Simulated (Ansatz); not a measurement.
Results of rVV10 (Ansatz, an electronic-structure program, PAW) for tetradymite Sb2Te3.

Settings: plane-wave cutoff 520 eV, 10×10×10 k mesh, Fermi–Dirac smearing 0.01 eV, scalar-relativistic PAW data made under PBE.

Computed at the level's own relaxed cell.

### Question
Predict the bulk modulus, band gap and equilibrium lattice constant a.

### Answer

bulk modulus: 34.3 GPa
band gap: 0.04 eV
equilibrium lattice constant a: 4.392 Å

Measured, for comparison: band gap 0.3 eV (temperature not stated, no zero-point or thermal correction, compiled measured gap; kind and temperature not stated, our sources range from 0.17 to 0.30; as tabulated in Kothakonda et al. (2022), arXiv:2208.02841); bulk modulus 36.1 ± 0.9 GPa (temperature not stated, no zero-point or thermal correction; as tabulated in Sans et al. (2019), arXiv:1907.08317); lattice constant a 4.264 Å (302 K, no zero-point or thermal correction, our sources range from 4.256 to 4.264; as tabulated in Anderson, Krause, Acta Cryst. B 30, 1307 (1974), by the American Mineralogist …). Computed (rounded) less measured: bulk modulus -5 %, lattice constant a +3.0 % (+3.0 % to +3.2 % over the range).

Note: the bulk modulus comes from volumes at which shape and atoms were relaxed.

Spin–orbit coupling is not included; it can close the smallest gap of 0.04 eV.

Computed values are for the static lattice.
